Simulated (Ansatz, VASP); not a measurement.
**MgTe: VASP beside Ansatz**

The input INCAR:

```
SYSTEM = MgTe
ALGO = Normal
EDIFF = 1E-7
ENCUT = 520
GGA = PE
ISIF = 2
ISMEAR = -1
LASPH = .TRUE.
LCHARG = .FALSE.
LREAL = .FALSE.
LWAVE = .FALSE.
NBANDS = 11
NELM = 80
PREC = Accurate
SIGMA = 0.05
```

Contents of KPOINTS:

```
k-points
0
G
  7 7 7
  0 0 0
```

The input POSCAR:

```
MgTe
1.0
    0.0000000000      3.2745300016      3.2745300016
    3.2745300016      0.0000000000      3.2745300016
    3.2745300016      3.2745300016      0.0000000000
Te Mg
1 1
Direct
    0.2500000000      0.2500000000      0.2500000000
    0.0000000000      0.0000000000      0.0000000000
```

input.yaml

```yaml
crystal:
  lattice:
    - [0.0, 3.2745300016, 3.2745300016]
    - [3.2745300016, 0.0, 3.2745300016]
    - [3.2745300016, 3.2745300016, 0.0]
  atoms:
    - { symbol: Te, position: [0.25, 0.25, 0.25] }
    - { symbol: Mg, position: [0.0, 0.0, 0.0] }
hamiltonian:
  xc: pbe
  pseudopotentials: { kind: paw }
kpoints:
  mp_grid: { grid: [7, 7, 7] }
scf:
  occupations: { method: fermi_dirac, width: 0.05 }
output:
  forces: true
  stress: true
  eigenvalues: true
  write_density: true
  write_potential: true
  elf: true
  volumetric_format: npy
```

Change from the starting cell: volume scaled by 1.04.

Alike in both runs: task single point; functional PBE; k mesh 7 × 7 × 7; occupations fermi-dirac, width 0.05 eV; no spin polarisation.

|  | VASP | Ansatz |
| --- | --- | --- |
| version | VASP 6.6.1 | Ansatz 0.2.0 |
| potentials or method | VASP PAW PBE potentials, release 64 (Te, Mg) | Ansatz PAW |
| plane-wave cutoff (eV) | 520 | 420 |
| valence electrons in the cell | 8 | 26 |

|  | VASP | Ansatz | Ansatz less VASP |
| --- | --- | --- | --- |
| gap on the k mesh at the Fermi level (eV) | 2.24 | 2.25 | +0.010 |
| least direct gap on the mesh (eV) | 2.24 | 2.25 | +0.010 |
| pressure (GPa) | -0.6 | -0.6 | +0.02 |

The functional is the same, so the differences come from potentials, cutoffs and numerics. The two sets of potentials don't hold the same shells in valence.

Caveats: spin-orbit coupling is left out, which moves the levels of the heavy elements; odd divisions of the mesh miss points on the zone boundary, where band edges often lie, so the gap on the mesh can be too wide (Ansatz).
